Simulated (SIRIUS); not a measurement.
The system is Zr.

```xyz
2
Lattice="3.2320 0.0000 0.0000 -1.6160 2.7990 0.0000 0.0000 0.0000 5.1470" Properties=species:S:1:pos:R:3 pbc="T T T"
Zr    1.6160    0.9330    3.8603
Zr    0.0000    1.8660    1.2868
```

| Item | Value |
| --- | --- |
| Program | SIRIUS 7.10.0 |
| Task | single point |
| Functional | PBE |
| Potentials or basis | PseudoDojo 0.4.1 PBE standard (scalar relativistic) |
| Cutoff | 915 eV |
| Density cutoff | 3659 eV |
| k mesh | 9 × 9 × 5 |
| Occupations | fermi-dirac, width 0.05 eV |
| Spin | no spin polarisation |

On this cell: pressure 0.6 GPa; largest force under 0.003 eV/Å; band gap on the k mesh none (metal or under the smearing width).

The same run follows on a disturbed copy (atoms moved at random, drawn with an rms of 0.05 Å):

```
Zr
1.0
     3.23200    0.00000    0.00000
    -1.61600    2.79899    0.00000
     0.00000    0.00000    5.14700
Zr
2
Direct
  0.66214 0.33864 0.74918
  0.34713 0.68258 0.24458
```

Problem. What changes?

Solution. The energy (extrapolated to zero smearing) moves by +1.1 meV/atom; pressure 0.6 GPa; largest force 0.107 eV/Å; band gap on the k mesh none (metal or under the smearing width).

Forces in eV/Å, atoms in the order of the input:
```
Zr   0.038  0.027 -0.096
Zr  -0.038 -0.027  0.096
```

Stress tensor (GPa, compression positive):
```
 0.08 -0.29 -0.01
-0.29  0.50 -0.01
-0.01 -0.01  1.20
```
